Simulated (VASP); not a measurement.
# MgO (Fm-3m) in VASP: settings compared

Aim: see how the results for MgO move with the level of theory and the settings. Levels: r2SCAN, r2SCAN+rVV10. Tasks: relaxation of cell and atoms.

Everything below comes from runs of VASP 6.6.1. Logs are shortened: lines on timing, memory, paths and dates and some standing lists are left out, and cuts for length are marked.

**1. The crystal as given**

Symmetry: Fm-3m, No. 225, cubic system. The conventional cell has a = 4.249 Å, b = 4.249 Å, c = 4.249 Å, α = 90.00°, β = 90.00°, γ = 90.00°. Mg (site symmetry m-3m) has 6 O at 2.12 Å as nearest neighbours. Around O (site symmetry m-3m) lie 6 Mg at 2.12 Å.

**2. Relaxation of cell and atoms, r2SCAN**

Input file INCAR:

```
PREC = Accurate
ENCUT = 600
EDIFF = 1E-7
ISMEAR = 0
SIGMA = 0.02
LREAL = False
LASPH = True
NELM = 60
ALGO = Normal
ISIF = 3
LWAVE = False
LCHARG = False
METAGGA = R2SCAN
LMIXTAU = True
IBRION = 2
NSW = 90
EDIFFG = -0.005
```

Input file KPOINTS:

```
Automatic mesh
0
Gamma
  10 10 10
```

Input file POSCAR:

```
MgO
1.0
    0.0000000000      2.1245000000      2.1245000000
    2.1245000000      0.0000000000      2.1245000000
    2.1245000000      2.1245000000      0.0000000000
Mg O
1 1
Direct
    0.0000000000      0.0000000000      0.0000000000
    0.5000000000      0.5000000000      0.5000000000
```

Potentials or basis: VASP PAW PBE potentials, release 64 (Mg, O).

The run is started by

```
> cat potpaw_PBE.64/Mg/POTCAR potpaw_PBE.64/O/POTCAR > POTCAR
> mpirun -np 1 vasp_std > vasp.out
```

OUTCAR:

```text
PREC = Accurate
   ENCUT = 600
   EDIFF = 1E-7
   ISMEAR = 0
   LREAL = False
   LASPH = True
   NELM = 60
   ISIF = 3
   METAGGA = R2SCAN
   IBRION = 2
   NSW = 90
   EDIFFG = -0.005

 ion  position               nearest neighbor table
   1  0.000  0.000  0.000-   2 2.12   2 2.12   2 2.12   2 2.12   2 2.12   2 2.12
   2  0.500  0.500  0.500-   1 2.12   1 2.12   1 2.12   1 2.12   1 2.12   1 2.12

  LATTYP: Found a face centered cubic cell.
 ALAT       =     4.2490000000

  Lattice vectors:

 A1 = (   0.0000000000,   2.1245000000,   2.1245000000)
 A2 = (   2.1245000000,   0.0000000000,   2.1245000000)
 A3 = (   2.1245000000,   2.1245000000,   0.0000000000)

Analysis of symmetry for initial positions (statically):
=====================================================================
 Subroutine PRICEL returns:
 Original cell was already a primitive cell.

 Routine SETGRP: Setting up the symmetry group for a
 face centered cubic supercell.

 Subroutine GETGRP returns: Found 48 space group operations
 (whereof 48 operations were pure point group operations)
 out of a pool of 48 trial point group operations.

The static configuration has the point symmetry O_h .

Analysis of symmetry for dynamics (positions and initial velocities):
=====================================================================
 Subroutine PRICEL returns:
 Original cell was already a primitive cell.

 Routine SETGRP: Setting up the symmetry group for a
 face centered cubic supercell.

 Subroutine GETGRP returns: Found 48 space group operations
 (whereof 48 operations were pure point group operations)
 out of a pool of 48 trial point group operations.

The dynamic configuration has the point symmetry O_h .

 Subroutine INISYM returns: Found 48 space group operations
 (whereof 48 operations are pure point group operations),
 and found     1 'primitive' translations

----------------------------------------------------------------------------------------

                                     Primitive cell

  volume of cell :      19.1779

  direct lattice vectors                    reciprocal lattice vectors
     0.000000000  2.124500000  2.124500000    -0.235349494  0.235349494  0.235349494
     2.124500000  0.000000000  2.124500000     0.235349494 -0.235349494  0.235349494
     2.124500000  2.124500000  0.000000000     0.235349494  0.235349494 -0.235349494

  length of vectors
     3.004496713  3.004496713  3.004496713     0.407637281  0.407637281  0.407637281

  position of ions in fractional coordinates (direct lattice)
     0.000000000  0.000000000  0.000000000
     0.500000000  0.500000000  0.500000000

  ion indices of the primitive-cell ions
   primitive index   ion index
                 1           1
                 2           2

----------------------------------------------------------------------------------------

 KPOINTS: Automatic mesh

Automatic generation of k-mesh.
 Grid dimensions read from file:
 generate k-points for:   10   10   10

 Generating k-lattice:

  Cartesian coordinates                     Fractional coordinates (reciprocal lattice)
    -0.023534949  0.023534949  0.023534949     0.100000000  0.000000000  0.000000000
     0.023534949 -0.023534949  0.023534949     0.000000000  0.100000000  0.000000000
     0.023534949  0.023534949 -0.023534949     0.000000000  0.000000000  0.100000000

  Length of vectors
     0.040763728  0.040763728  0.040763728

  Shift w.r.t. Gamma in fractional coordinates (k-lattice)
     0.000000000  0.000000000  0.000000000

 Subroutine IBZKPT returns following result:
 ===========================================

 Found     47 irreducible k-points:

 Following reciprocal coordinates:
            Coordinates               Weight
  0.000000  0.000000  0.000000      1.000000
  0.100000  0.000000  0.000000      8.000000
  0.200000  0.000000  0.000000      8.000000
  0.300000  0.000000  0.000000      8.000000
  0.400000  0.000000  0.000000      8.000000
  0.500000  0.000000  0.000000      4.000000
[... 16 lines left out ...]
  0.300000  0.300000  0.000000      6.000000
  0.400000  0.300000  0.000000     24.000000
 [... further k-points ...]
   k-points           NKPTS =     47   k-points in BZ     NKDIM =     47   number of bands    NBANDS=      8
   number of dos      NEDOS =    301   number of ions     NIONS =      2
   total plane-waves  NPLWV =  13824
   dimension x,y,z NGX =    24 NGY =   24 NGZ =   24
   dimension x,y,z NGXF=    48 NGYF=   48 NGZF=   48
   ions per type =               1   1
   NGX,Y,Z   is equivalent  to a cutoff of  13.28, 13.28, 13.28 a.u.
   NGXF,Y,Z  is equivalent  to a cutoff of  26.56, 26.56, 26.56 a.u.
 SYSTEM =  unknown system
   PREC   = accura    normal or accurate (medium, high low for compatibility)
   ISTART =      0    job   : 0-new  1-cont  2-samecut
   ICHARG =      2    charge: 1-file 2-atom 10-const
   ISPIN  =      1    spin polarized calculation?
   LNONCOLLINEAR =      F non collinear calculations
   LSORBIT =      F    spin-orbit coupling
   LASPH  =      T    aspherical Exc in radial PAW
   ENCUT  =  600.0 eV  44.10 Ry    6.64 a.u.   6.00  6.00  6.00*2*pi/ulx,y,z
   NELM   =     60;   NELMIN=  2; NELMDL= -5     # of ELM steps
   EDIFF  = 0.1E-06   stopping-criterion for ELM
   LREAL  =      F    real-space projection
   EDIFFG = -.5E-02   stopping-criterion for IOM
   NSW    =     90    number of steps for IOM
   IBRION =      2    ionic relax: 0-MD 1-quasi-New 2-CG
   NFREE  =      1    steps in history (QN), initial steepest desc. (CG)
   ISIF   =      3    stress and relaxation
   ISYM   =      2    0-nonsym 1-usesym 2-fastsym
   POTIM  = 0.5000    time-step for ionic-motion
   TEBEG  =    0.0;   TEEND  =   0.0 temperature during run
   PSTRESS=    0.0 pullay stress
   NELECT =       8.0000    total number of electrons
   NUPDOWN=      -1.0000    fix difference up-down
   EMIN   =  10.00;   EMAX   =-10.00  energy-range for DOS
   EFERMI =   0.00;   METHOD = LEGACY
   ISMEAR =     0;   SIGMA  =   0.02  broadening in eV -4-tet -1-fermi 0-gaus
   EFERMI_NEDOS =   21; number of points for ismear=-14 and -15
   IALGO  =     38    algorithm
   IMIX   =      4    mixing-type and parameters
     AMIX     =   0.40;   BMIX     =  1.00
     AMIX_MAG =   1.60;   BMIX_MAG =  1.00
  volume/ion in A,a.u.               =       9.59        64.71
  Fermi-wavevector in a.u.,A,eV,Ry     =   1.223221  2.311552 20.357968  1.496268
  Thomas-Fermi vector in A             =   2.358339
   LORBIT       =      0    0 simple, 1 ext, 2 COOP (PROOUT), +10 PAW based schemes
   METAGGA = R2SCAN    functional components
   LHFCALC =     F    Hartree Fock is set to
   AEXX    =    0.0000 exact exchange contribution
   IVDW    =     0    specifies the selected vdW correction
   LEPSILON=     F    determine dielectric tensor
   LRPA    =     F    only Hartree local field effects (RPA)
 conjugate gradient relaxation of ions
 non-spin polarized calculation
 Gauss-broadening in eV      SIGMA  =   0.02
  energy-cutoff  :      600.00
  volume of cell :       19.18
 maximum number of plane-waves:       656
   NGX = 13   NGY = 13   NGZ = 13

--------------------------------------- Ionic step        1  -------------------------------------------

 number of electron       8.0000004 magnetization

 Free energy of the ion-electron system (eV)
  ---------------------------------------------------
  ext. energy  EPLUGINS =         0.00000000
  ---------------------------------------------------
  free energy    TOTEN  =       -16.15183388 eV

  energy without entropy =      -16.15183388  energy(sigma->0) =      -16.15183388

------------------------ aborting loop because EDIFF is reached ----------------------------------------

  FORCE on cell =-STRESS in cart. coord.  units (eV):
  Direction    XX          YY          ZZ          XY          YZ          ZX
  --------------------------------------------------------------------------------------
  -------------------------------------------------------------------------------------
  Total       -0.7520546     -0.7520546     -0.7520546      0.0000000      0.0000000      0.0000000
  in kB      -62.8289388    -62.8289388    -62.8289388      0.0000000      0.0000000      0.0000000
  external PRESSURE =     -62.8289388 kB  Pullay stress =       0.0000000 kB
[... 57 lines left out ...]
  energy  without entropy=      -16.1649085769  energy(sigma->0) =      -16.16490858

--------------------------------------- Ionic step        3  -------------------------------------------

 number of electron       8.0000004 magnetization

 Free energy of the ion-electron system (eV)
  ---------------------------------------------------
  ext. energy  EPLUGINS =         0.00000000
  ---------------------------------------------------
  free energy    TOTEN  =       -16.16712313 eV

  energy without entropy =      -16.16712313  energy(sigma->0) =      -16.16712313

 E-fermi :   3.0570     XC(G=0): -11.6645

 val. band max:        2.8756651835   @ k =   0.0000   0.0000   0.0000
 cond. band min:       8.6248067770   @ k =   0.0000   0.0000   0.0000
 fundamental gap:      5.7491415935
 Fermi energy:         3.0570033733

 k-point     1 :       0.0000    0.0000    0.0000
  band No.  band energies     occupation
      1     -15.3947      2.00000
      2       2.8757      2.00000
      3       2.8757      2.00000
      4       2.8757      2.00000
      5       8.6248      0.00000
      6      19.7954      0.00000
      7      19.7954      0.00000
      8      19.7954      0.00000
[... 243 lines left out ...]
 k-point    24 :       0.4000    0.3000    0.0000
  band No.  band energies     occupation
      1     -14.1590      2.00000
      2      -0.7472      2.00000
      3       1.5373      2.00000
      4       1.7544      2.00000
      5      13.5872      0.00000
      6      14.0837      0.00000
      7      17.8043      0.00000
      8      22.5377      0.00000

 [... further k-points ...]

------------------------ aborting loop because EDIFF is reached ----------------------------------------

  FORCE on cell =-STRESS in cart. coord.  units (eV):
  Direction    XX          YY          ZZ          XY          YZ          ZX
  --------------------------------------------------------------------------------------
  -------------------------------------------------------------------------------------
  Total        0.0014393      0.0014393      0.0014393      0.0000000      0.0000000      0.0000000
  in kB        0.1251529      0.1251529      0.1251529      0.0000000      0.0000000      0.0000000
  external PRESSURE =       0.1251529 kB  Pullay stress =       0.0000000 kB
[... 17 lines left out ...]
  FREE ENERGIE OF THE ION-ELECTRON SYSTEM (eV)
  ---------------------------------------------------
  free  energy   TOTEN  =       -16.1671231266 eV

  energy  without entropy=      -16.1671231266  energy(sigma->0) =      -16.16712313

 reached required accuracy - stopping structural energy minimisation
```

Wall time 37 s (1 thread of Intel Xeon 6975P-C (Granite Rapids), shared host); peak memory 0.15 GiB.

What came out:

| Quantity | Value |
| --- | --- |
| Free energy | -16.1671 eV |
| Relaxed volume | 9.21 Å³/atom |
| Relaxed cell | a = 2.965 Å, b = 2.965 Å, c = 2.965 Å, α = 60.00°, β = 60.00°, γ = 60.00° |
| Space group after relaxing (to 0.05 Å) | Fm-3m (No. 225) |
| Energy gained by relaxing | 7.6 meV/atom |
| Ionic steps | 3 |
| Pressure after relaxing | 0.0 GPa |
| Band gap on the k mesh | 5.75 eV, direct |

Step by step:
```csv
step,energy change (eV),largest force (eV/Å),pressure (GPa),volume (Å³)
1,0.0000,0.0000,-6.28,19.18
2,-0.0131,0.0000,2.63,18.15
3,-0.0153,0.0000,0.01,18.43
```

Final structure:
```
Mg O
1.0
     0.00000    2.09633    2.09633
     2.09633    0.00000    2.09633
     2.09633    2.09633    0.00000
Mg O
1 1
Direct
  0.00000 0.00000 0.00000
  0.50000 0.50000 0.50000
```

Levels at points of the mesh, in eV from the valence-band top:
```tsv
k point	band 1	band 2	band 3	band 4	band 5	band 6	band 7	band 8
(0.00, 0.00, 0.00)	-18.27	0.00	0.00	0.00	5.75	16.92	16.92	16.92
(0.50, 0.00, 0.00)	-16.99	-4.67	-0.69	-0.69	8.90	13.97	17.57	17.57
(0.50, 0.50, 0.00)	-16.73	-4.16	-1.39	-1.39	10.06	11.22	14.45	20.59
```

Caveat: the PAW data sets were made with another functional, which shifts forces and pressure a little.

**3. Relaxation of cell and atoms, r2SCAN+rVV10**

Edit INCAR of step 2 so:

```diff
@@ -14,2 +14,6 @@
 LMIXTAU = True
+LUSE_VDW = True
+IVDW_NL = 2
+BPARAM = 11.95
+CPARAM = 0.0093
 IBRION = 2
```

KPOINTS is that of step 2.

POSCAR is that of step 2.

Potentials or basis: VASP PAW PBE potentials, release 64 (Mg, O).

The run is started by

```
> cat potpaw_PBE.64/Mg/POTCAR potpaw_PBE.64/O/POTCAR > POTCAR
> mpirun -np 1 vasp_std > vasp.out
```

Wall time 80 s (1 thread of Intel Xeon 6975P-C (Granite Rapids), shared host); peak memory 0.22 GiB.

The run converged. Its results:

* Free energy: -15.8960 eV
* Relaxed volume: 9.16 Å³/atom
* Relaxed cell: a = 2.959 Å, b = 2.959 Å, c = 2.959 Å, α = 60.00°, β = 60.00°, γ = 60.00°
* Space group after relaxing (to 0.05 Å): Fm-3m (No. 225)
* Energy gained by relaxing: 10.1 meV/atom
* Ionic steps: 3
* Pressure after relaxing: 0.0 GPa
* Band gap on the k mesh: 5.77 eV, direct

The path:
| step | energy change (eV) | largest force (eV/Å) | pressure (GPa) | volume (Å³) |
| --- | --- | --- | --- | --- |
| 1 | 0.0000 | 0.0000 | -7.23 | 19.18 |
| 2 | -0.0172 | 0.0000 | 3.15 | 18.00 |
| 3 | -0.0202 | 0.0000 | 0.01 | 18.32 |

Final structure:
```
Mg O
1.0
     0.00000    2.09222    2.09222
     2.09222    0.00000    2.09222
     2.09222    2.09222    0.00000
Mg O
1 1
Cartesian
  0.0000 0.0000 0.0000
  2.0922 2.0922 2.0922
```

Levels at points of the mesh, in eV from the valence-band top:
```tsv
k point	band 1	band 2	band 3	band 4	band 5	band 6	band 7	band 8
(0.00, 0.00, 0.00)	-18.31	0.00	0.00	0.00	5.77	16.91	16.91	16.91
(0.50, 0.00, 0.00)	-17.00	-4.72	-0.70	-0.70	8.89	14.01	17.60	17.60
(0.50, 0.50, 0.00)	-16.75	-4.20	-1.41	-1.41	10.01	11.25	14.47	20.65
```

Caveat: the PAW data sets were made with another functional, which shifts forces and pressure a little.
